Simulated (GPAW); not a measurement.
# Os (P6_3/mmc) in GPAW: settings compared

Aim: see how the results for Os move with the level of theory and the settings. Levels: PW91+D4, mBEEF, OLYP+D3(BJ). Tasks: relaxation of cell and atoms.

Program: GPAW 26.7.0. These are calculated values, not measurements. Logs are shortened: lines on timing, memory, paths and dates and some standing lists are left out, and cuts for length are marked. The log counts tension as positive stress, the text compression.

### 1 The structure

The structure is hexagonal, space group P6_3/mmc (No. 194). The conventional cell has a = 2.734 Å, b = 2.734 Å, c = 4.320 Å, α = 90.00°, β = 90.00°, γ = 120.00°. Around Os (site symmetry -6m2) lie 12 Os at 2.68 to 2.73 Å.

### 2 Relaxation of cell and atoms, PW91+D4

run.py reads:

```python
from ase.calculators.mixing import SumCalculator
from ase.filters import FrechetCellFilter
from ase.io import write
from ase.optimize import BFGS
from ase.spacegroup import crystal
from dftd4.ase import DFTD4
from gpaw import GPAW, PW, setup_paths

setup_paths.insert(0, '.')

# Os 2c
atoms = crystal(['Os'],
                basis=[[0.6666666667, 0.3333333333, 0.75]],
                spacegroup=194, setting=1,  # P6_3/mmc
                cellpar=[2.7341, 2.7341, 4.3197, 90.0, 90.0, 120.0],
                primitive_cell=True)

calc = GPAW(mode=PW(600),
            xc='GGA_X_PW91+GGA_C_PW91',
            kpts={'size': (8, 8, 5), 'gamma': True},
            occupations={'name': 'fermi-dirac', 'width': 0.05},
            nbands=27,
            convergence={'density': 1e-05, 'energy': 1e-05},
            maxiter=150,
            txt='gpaw.txt')
atoms.calc = SumCalculator([calc, DFTD4(method='pw91')])
opt = BFGS(FrechetCellFilter(atoms), trajectory='relax.traj', logfile='-')
done = opt.run(fmax=0.02, steps=60)
calc.write('gs.gpw')
write('result.traj', atoms)
print('Converged:', done)
print('Cell:', atoms.cell.cellpar().round(4))
print('Volume:', round(atoms.get_volume(), 4))
print(atoms.get_scaled_positions().round(5))
```

Potentials or basis: PAW data sets generated in the run's folder for this functional, pw.

The run is started by

```sh
$ gpaw-setup -f GGA_X_PW91+GGA_C_PW91 Os
$ OMP_NUM_THREADS=1 python run.py
```

gpaw.txt:

```text
__  _  _
 | _ |_)|_||  |
 |__||  | ||/\| - 26.7.0

Input parameters:
  mode=PW(ecut=600.0),
  convergence={'density': 1e-05, 'energy': 1e-05},
  kpts=MonkhorstPack(size=(8, 8, 5), gamma=True),
  maxiter=150,
  nbands=27,
  occupations=Occupations(name='fermi-dirac', width=0.05),
  xc=XC(name='GGA_X_PW91+GGA_C_PW91')

Diagonalizing LCAO Hamiltonian
Converting LCAO to pw mode

          Os

        Os

Atoms  # Å, Bohr magnetons
|   | symbol |         x |        y |        z |    initial magnetic moments |
|---|--------|-----------|----------|----------|-----------------------------|
| 0 |     Os |  1.367050 | 0.789267 | 3.239775 | ( 0.0000,  0.0000,  0.0000) |
| 1 |     Os | -0.000000 | 1.578533 | 1.079925 | ( 0.0000,  0.0000,  0.0000) |

Unit cell  # Å
| periodic |         x |        y |        z |  lengths |     angles |
|----------|-----------|----------|----------|----------|------------|
|      yes |  2.734100 | 0.000000 | 0.000000 | 2.734100 |  90.000000 |
|      yes | -1.367050 | 2.367800 | 0.000000 | 2.734100 |  90.000000 |
|      yes |  0.000000 | 0.000000 | 4.319700 | 4.319700 | 120.000000 |

Number of symmetries: 12
Symmetry operations  # r_c * U_cc + t_c -> r_c
|    | kind |            matrix            |
|----|------|------------------------------|
|  0 |  σ   |  1, 1, 0,  0,-1, 0,  0, 0, 1 |
|  1 |  S6  |  1, 1, 0, -1, 0, 0,  0, 0,-1 |
|  2 |  E   |  1, 0, 0,  0, 1, 0,  0, 0, 1 |
|  3 |  C2  |  1, 0, 0, -1,-1, 0,  0, 0,-1 |
|  4 |  C2  |  0, 1, 0,  1, 0, 0,  0, 0,-1 |
|  5 |  C3  |  0, 1, 0, -1,-1, 0,  0, 0, 1 |
|  6 |  S6  |  0,-1, 0,  1, 1, 0,  0, 0,-1 |
|  7 |  σ   |  0,-1, 0, -1, 0, 0,  0, 0, 1 |
|  8 |  σ   | -1, 0, 0,  1, 1, 0,  0, 0, 1 |
|  9 |  i   | -1, 0, 0,  0,-1, 0,  0, 0,-1 |
| 10 |  C3  | -1,-1, 0,  1, 0, 0,  0, 0, 1 |
| 11 |  C2  | -1,-1, 0,  0, 1, 0,  0, 0,-1 |

BZ-sampling:
  Number of BZ points: 320
  Number of IBZ points: 40

  Monkhorst-Pack size: [8, 8, 5]
  Monkhorst-Pack shift: [0.0625, 0.0625, 0.0]

K-points  # in reciprocal-cell coordinates
|     |                                coordinates |     weight |
|-----|--------------------------------------------|------------|
|   0 | (  0.00000000,   0.00000000,   0.00000000) | 0.00312500 |
|   1 | (  0.00000000,   0.00000000,   0.20000000) | 0.00625000 |
|   2 | (  0.00000000,   0.00000000,   0.40000000) | 0.00625000 |
|   3 | (  0.12500000,   0.00000000,  -0.40000000) | 0.01875000 |
|   4 | (  0.12500000,   0.00000000,  -0.20000000) | 0.01875000 |
|   5 | (  0.12500000,   0.00000000,   0.00000000) | 0.01875000 |
|   6 | (  0.12500000,   0.00000000,   0.20000000) | 0.01875000 |
|   7 | (  0.12500000,   0.00000000,   0.40000000) | 0.01875000 |
|   8 | (  0.25000000,  -0.12500000,   0.00000000) | 0.01875000 |
|   9 | (  0.25000000,  -0.12500000,   0.20000000) | 0.03750000 |
| ... |                                            |            |
|  39 | (  0.50000000,   0.50000000,   0.40000000) | 0.01875000 |

Plane wave coefficients: 965
Cutoff: 600.0 eV

Spin-components: 1 (collinear spins)
Bands:           27
Projectors:      12
Spin-degeneracy: 2
Datatype:        complex128

Parallelization:
  kpt:    1
  domain: 1
  band:   1

Density:
  Valence electrons: 28.0
[... 188 lines left out ...]
|   2 | (  0.00000000,   0.00000000,   0.40000000) | 0.00625000 |
|   3 | (  0.12500000,   0.00000000,  -0.40000000) | 0.01875000 |
|   4 | (  0.12500000,   0.00000000,  -0.20000000) | 0.01875000 |
|   5 | (  0.12500000,   0.00000000,   0.00000000) | 0.01875000 |
|   6 | (  0.12500000,   0.00000000,   0.20000000) | 0.01875000 |
|   7 | (  0.12500000,   0.00000000,   0.40000000) | 0.01875000 |
|   8 | (  0.25000000,  -0.12500000,   0.00000000) | 0.01875000 |
|   9 | (  0.25000000,  -0.12500000,   0.20000000) | 0.03750000 |
| ... |                                            |            |
|  39 | (  0.50000000,   0.50000000,   0.40000000) | 0.01875000 |

Plane wave coefficients: 965
Cutoff: 600.0 eV

Spin-components: 1 (collinear spins)
Bands:           27
Projectors:      12
Spin-degeneracy: 2
Datatype:        complex128

Parallelization:
  kpt:    1
  domain: 1
  band:   1

Density:
  Valence electrons: 28.0
  Components: 1
  Grid points: [16 16 25]
  Charge: 0.0  # |e|

Potential:
  Grid points: [16 16 25]

species:
  Os:
    name:    Osmium
    Z:       76.0
    valence: 14
    core:    62
    charge:  0.0  # [|e|]
    compensation charges:
      type: gauss
      rc: 0.39  # [Å]
      lmax: 2
    cutoffs:
      filter: 2.36  # [Å]
      core: 2.51  # [Å]
    projectors
    | kind |    occ | energy [eV] | rcut [Å] |
    |------|--------|-------------|----------|
    |   6s |  2.000 |      -6.188 |    1.349 |
    |   5p |  6.000 |     -50.941 |    1.397 |
    |   6p |  0.000 |      -1.337 |    1.397 |
    |   5d |  6.000 |      -6.330 |    1.244 |
    |    s |        |      21.024 |    1.349 |
    |    d |        |      20.882 |    1.244 |

    Using partial waves for Os as LCAO basis

Reference energy: -937940.261402  # eV

eigensolver:
  PPCG
  Converge bands: occupied
  niter=2

density mixing:
  MSR1-Mixer
  Pratt-step length: 0.05
  Maximum mixing coefficient: 0.75
  Old densities: 10
  SVD Regularization: 0.005
  Good broyden scale: 1.0
  Trust region scale: 1.0
  Backstep threshold: 4.0
  History deletion threshold: 6.0
  Fourier metric: weight=20.0, sigma=0.015

occupation numbers:
  Fermi-Dirac:
    width: 0.0500  # eV

poisson solver:
  ecut: 4800.0  # eV

xc functional:
  name: GGA_X_PW91+GGA_C_PW91 with 2 nearest neighbor stencil

convergence criteria:
- Maximum integral of absolute [dens]ity change: 1e-05 electrons / valence electron
- Maximum [total energy] change in last 3 cyles: 1e-05 eV / valence electron
- Maximum integral of absolute [eigenst]ate change: 4e-08 eV^2 / valence electron
maximum number of iterations: 150

SCF iterations
|iter     | |      energy | eigst |  dens |
|---------|-|-------------|-------|-------|
|iter:   1| |  -22.365688 | -3.77 |       |
|iter:   2| |  -22.365668 | -6.35 | -3.10 |
|iter:   3| |  -22.365585c| -5.66 | -3.14 |
|iter:   4| |  -22.365588c| -6.77 | -3.99 |
|iter:   5| |  -22.365591c| -6.59 | -4.34 |
|iter:   6| |  -22.365591c| -7.74c| -5.44c|

Converged in 6 steps
Energy contributions relative to reference atoms: (reference = -937940.261402)

Energy contributions:
  Kinetic:          10.114524
  Coulomb:         -11.566118
  Zero:             -0.387543
  External:          0.000000
  Xc:              -20.522403
  Entropy:          -0.008100
  Spinorbit:         0.000000
  ----------------------------
  Free energy:     -22.369641
  Extrapolated:    -22.365591

dipole moment: (0.000000, 0.000000, 0.000001)  # |e|*Ang

Fermi level: 15.498
Eigenvalues  # (at kpt = [0.000, 0.000, 0.000])
| band index |      eig [eV] | occ [0-2] |
|------------|---------------|-----------|
|          0 |       -30.990 |     2.000 |
|        ... |               |           |
|          7 |         8.018 |     2.000 |
|          8 |        12.687 |     2.000 |
|          9 |        12.687 |     2.000 |
|         10 |        12.930 |     2.000 |
|         11 |        13.519 |     2.000 |
|         12 |        13.519 |     2.000 |
[... 8 lines left out ...]
|         21 |        33.195 |     0.000 |
|         22 |        37.406 |     0.000 |
|        ... |               |           |
|         26 |        38.916 |     0.000 |

No gap
No difference between direct/indirect transitions

Stress tensor  # eV/Ang^3
|         x |         y |         z |
|-----------|-----------|-----------|
| -0.036625 |  0.000000 |  0.000000 |
|  0.000000 | -0.036625 | -0.000000 |
|  0.000000 | -0.000000 | -0.036842 |

Forces  # eV/Ang
|        x |        y |        z |
|----------|----------|----------|
| -0.00000 | -0.00000 | -0.00001 |  # Os   0
|  0.00000 |  0.00000 |  0.00001 |  # Os   1

# Writing to gs.gpw (mode='')
```

Run time: 27 s. Hardware: 1 thread of Arm Neoverse V2, shared host; peak memory 0.18 GiB.

What came out:

| Property | Result |
| --- | --- |
| Free energy | -23.4816 eV |
| Relaxed volume | 14.00 Å³/atom |
| Relaxed cell | a = 2.735 Å, b = 2.735 Å, c = 4.322 Å, α = 90.00°, β = 90.00°, γ = 120.00° |
| Space group after relaxing (to 0.05 Å) | P6_3/mmc (No. 194) |
| Energy gained by relaxing | 0.1 meV/atom |
| Ionic steps | 2 |
| Pressure after relaxing | 0.2 GPa |
| Band gap on the k mesh | none (metal or under the smearing width) |
| Dispersion energy per atom | -0.556 eV |

The path:
```tsv
step	energy change (eV)	largest force (eV/Å)	pressure (GPa)	volume (Å³)
1	0.0000	0.0000	0.78	27.96
2	-0.0002	0.0000	0.17	28.01
```

Final structure:
```cif
data_structure
_symmetry_space_group_name_H-M 'P 1'
_symmetry_Int_Tables_number 1
_cell_length_a 2.7354
_cell_length_b 2.7354
_cell_length_c 4.3220
_cell_angle_alpha 90.000
_cell_angle_beta 90.000
_cell_angle_gamma 120.000
_cell_volume 28.01
loop_
_atom_site_label
_atom_site_type_symbol
_atom_site_fract_x
_atom_site_fract_y
_atom_site_fract_z
_atom_site_occupancy
Os1 Os 0.66667 0.33333 0.75000 1
Os2 Os 0.33333 0.66667 0.25000 1
```

Levels at points of the mesh, in eV from the Fermi level:
```csv
k point,band 12,band 13,band 14,band 15,band 16,band 17
"(0.00, 0.00, 0.00)",-1.98,-1.98,-1.34,-1.34,0.31,1.90
"(0.50, 0.50, 0.00)",-2.33,-1.64,2.27,2.84,2.95,4.67
```

Caveat: later steps reuse the first step's grids; pairwise dispersion overbinds metals, which lowers pressure and volume.

### 3 Relaxation of cell and atoms, mBEEF

run.py reads:

```python
from ase.filters import FrechetCellFilter
from ase.io import read, write
from ase.optimize import LBFGS
from gpaw import GPAW, PW

atoms = read('Os.cif')

calc = GPAW(mode=PW(600),
            xc='mBEEF',
            kpts={'size': (8, 8, 5), 'gamma': True},
            occupations={'name': 'fermi-dirac', 'width': 0.05},
            nbands=27,
            convergence={'density': 1e-06, 'energy': 1e-06, 'eigenstates': 1e-10},
            maxiter=150,
            txt='gpaw.txt')
atoms.calc = calc
opt = LBFGS(FrechetCellFilter(atoms), trajectory='relax.traj', logfile='-')
done = opt.run(fmax=0.01, steps=40)
calc.write('gs.gpw')
write('result.traj', atoms)
print('Converged:', done)
print('Cell:', atoms.cell.cellpar().round(4))
print('Volume:', round(atoms.get_volume(), 4))
print(atoms.get_scaled_positions().round(5))
```

Os.cif reads:

```cif
data_Os
_cell_length_a 2.73410000
_cell_length_b 2.73410000
_cell_length_c 4.31970000
_cell_angle_alpha 90.00000000
_cell_angle_beta 90.00000000
_cell_angle_gamma 120.00000000
_space_group_name_H-M_alt 'P1'
_space_group_name_Hall 'P 1'
_space_group_IT_number 1
loop_
_space_group_symop_operation_xyz
'x,y,z'
loop_
_atom_site_label
_atom_site_type_symbol
_atom_site_symmetry_multiplicity
_atom_site_Wyckoff_symbol
_atom_site_fract_x
_atom_site_fract_y
_atom_site_fract_z
_atom_site_occupancy
Os1 Os 1 a 0.6666666667 0.3333333333 0.7500000000 1
Os2 Os 1 a 0.3333333333 0.6666666667 0.2500000000 1
```

Potentials or basis: GPAW PAW data sets (gpaw-data 1.2.1), pw.

The run is started by

```sh
$ OMP_NUM_THREADS=1 python run.py
```

It took 5.8 min on 1 thread of Arm Neoverse V1, shared host; peak memory 0.77 GiB.

Results (log left out):

* Free energy: -582.6045 eV
* Relaxed volume: 13.39 Å³/atom
* Relaxed cell: a = 2.694 Å, b = 2.694 Å, c = 4.260 Å, α = 90.00°, β = 90.00°, γ = 120.00°
* Space group after relaxing (to 0.05 Å): P6_3/mmc (No. 194)
* Energy gained by relaxing: 34.1 meV/atom
* Ionic steps: 5
* Pressure after relaxing: 0.0 GPa
* Band gap on the k mesh: none (metal or under the smearing width)

Stress tensor (GPa, compression positive):
```
-0.08  0.00  0.00
 0.00 -0.08  0.00
 0.00  0.00  0.03
```

The path:
```csv
step,energy change (eV),largest force (eV/Å),pressure (GPa),volume (Å³)
1,0.0000,0.0001,-17.77,27.96
2,-0.0644,0.0000,-4.43,27.05
3,-0.0681,0.0000,0.27,26.77
4,-0.0681,0.0000,0.01,26.78
5,-0.0681,0.0000,-0.04,26.78
```

Final structure:
```cif
data_structure
_symmetry_space_group_name_H-M 'P 1'
_symmetry_Int_Tables_number 1
_cell_length_a 2.6945
_cell_length_b 2.6945
_cell_length_c 4.2598
_cell_angle_alpha 90.000
_cell_angle_beta 90.000
_cell_angle_gamma 120.000
_cell_volume 26.78
loop_
_atom_site_label
_atom_site_type_symbol
_atom_site_fract_x
_atom_site_fract_y
_atom_site_fract_z
_atom_site_occupancy
Os1 Os 0.66667 0.33333 0.75000 1
Os2 Os 0.33333 0.66667 0.25000 1
```

Levels at points of the mesh, in eV from the Fermi level:
```csv
k point,band 12,band 13,band 14,band 15,band 16,band 17
"(0.00, 0.00, 0.00)",-2.13,-2.13,-1.40,-1.40,0.12,2.06
"(0.50, 0.50, 0.00)",-2.55,-1.78,2.53,3.14,3.25,5.05
```

Caveat: later steps reuse the first step's grids; the PAW data sets were made with another functional, which shifts forces and pressure a little. Spin-orbit coupling is left out, which matters for the levels of Os.

### 4 Relaxation of cell and atoms, OLYP+D3(BJ), target pressure -2 GPa, at which the enthalpy is minimised

run.py reads:

```python
from ase.calculators.mixing import SumCalculator
from ase.filters import FrechetCellFilter
from ase.io import read, write
from ase.optimize import BFGS
from ase.units import GPa
from dftd3.ase import DFTD3
from gpaw import GPAW, PW, setup_paths

setup_paths.insert(0, '.')

atoms = read('POSCAR')

calc = GPAW(mode=PW(600),
            xc='GGA_X_OPTX+GGA_C_LYP',
            kpts={'size': (8, 8, 5), 'gamma': True},
            occupations={'name': 'fermi-dirac', 'width': 0.05},
            nbands=27,
            convergence={'density': 1e-05, 'energy': 1e-05},
            eigensolver='davidson',
            maxiter=150,
            txt='gpaw.txt')
atoms.calc = SumCalculator([calc, DFTD3(method='olyp', damping='d3bj')])
opt = BFGS(FrechetCellFilter(atoms, scalar_pressure=-2 * GPa), trajectory='relax.traj', logfile='-')
done = opt.run(fmax=0.01, steps=100)
calc.write('gs.gpw')
write('result.traj', atoms)
print('Converged:', done)
print('Cell:', atoms.cell.cellpar().round(4))
print('Volume:', round(atoms.get_volume(), 4))
print(atoms.get_scaled_positions().round(5))
```

POSCAR reads:

```
Os
1.0
    2.7341000000      0.0000000000      0.0000000000
   -1.3670500000      2.3678000565      0.0000000000
    0.0000000000      0.0000000000      4.3197000000
Os
2
Direct
    0.6666666667      0.3333333333      0.7500000000
    0.3333333333      0.6666666667      0.2500000000
```

Potentials or basis: PAW data sets generated in the run's folder for this functional, pw.

The run is started by

```sh
$ gpaw-setup -f GGA_X_OPTX+GGA_C_LYP Os
$ OMP_NUM_THREADS=1 python run.py
```

It took 62 s on 1 thread of Arm Neoverse V1, shared host; peak memory 0.18 GiB.

Results (log left out):

```
Free energy                                            : -24.7250 eV
Relaxed volume                                         : 13.27 Å³/atom
Relaxed cell                                           : a = 2.685 Å, b = 2.685 Å, c = 4.252 Å, α = 90.00°, β = 90.00°, γ = 120.00°
Space group after relaxing (to 0.05 Å)                 : P6_3/mmc (No. 194)
Energy change on relaxing (the enthalpy is what falls) : -59.5 meV/atom
Ionic steps                                            : 5
Pressure after relaxing                                : -2.1 GPa
Band gap on the k mesh                                 : none (metal or under the smearing width)
Dispersion energy per atom                             : -1.853 eV
```

Stress tensor (GPa, compression positive):
```
-2.11  0.00  0.00
 0.00 -2.11  0.00
 0.00  0.00 -1.97
```

The path:
```csv
step,energy change (eV),largest force (eV/Å),pressure (GPa),volume (Å³)
1,0.0000,0.0000,-23.58,27.96
2,-0.1092,0.0000,-7.46,26.86
3,-0.1192,0.0001,-1.56,26.51
4,-0.1189,0.0001,-1.97,26.53
5,-0.1189,0.0002,-2.06,26.54
```

Final structure:
```yaml
crystal:
  lattice:
    - [2.68474, 0.00000, 0.00000]
    - [-1.34237, 2.32506, 0.00000]
    - [0.00000, 0.00000, 4.25163]
  atoms:
    - { symbol: Os, position: [0.66667, 0.33333, 0.75000] }
    - { symbol: Os, position: [0.33333, 0.66667, 0.25000] }
```

Levels at points of the mesh, in eV from the Fermi level:
| k point | band 12 | band 13 | band 14 | band 15 | band 16 | band 17 |
| --- | --- | --- | --- | --- | --- | --- |
| (0.00, 0.00, 0.00) | -2.11 | -2.11 | -1.40 | -1.40 | 0.35 | 2.03 |
| (0.50, 0.50, 0.00) | -2.48 | -1.74 | 2.47 | 3.07 | 3.17 | 5.03 |

Caveat: later steps reuse the first step's grids; pairwise dispersion overbinds metals, which lowers pressure and volume.

### 5 The runs side by side

| level | potentials or basis | cell | optimizer | fmax | max steps | eigensolver | target pressure | gap on the mesh (eV) | pressure (GPa) | relaxed volume (Å³/atom) |
| --- | --- | --- | --- | --- | --- | --- | --- | --- | --- | --- |
| PW91+D4 | PAW data sets generated in the run's folder for this functional, pw | relaxed | BFGS | 0.02 eV/Å | 60 | - | - | none | 0.2 | 14.00 |
| mBEEF | GPAW PAW data sets (gpaw-data 1.2.1), pw | relaxed | LBFGS | 0.01 eV/Å | 40 | - | - | none | 0.0 | 13.39 |
| OLYP+D3(BJ) | PAW data sets generated in the run's folder for this functional, pw | relaxed to -2 GPa | BFGS | 0.01 eV/Å | 100 | davidson | -2 GPa | none | -2.1 | - |

Alike in all rows: task relaxation of cell and atoms; no spin polarisation; k mesh 8 × 8 × 5; cutoff (eV) 600; smearing fermi-dirac 0.05 eV.

Caveats: later steps reuse the first step's grids; pairwise dispersion overbinds metals, which lowers pressure and volume (some runs); the PAW data sets were made with another functional, which shifts forces and pressure a little (some runs).

Total energies depend on the potentials used, so only differences within one code and one set of settings carry meaning.
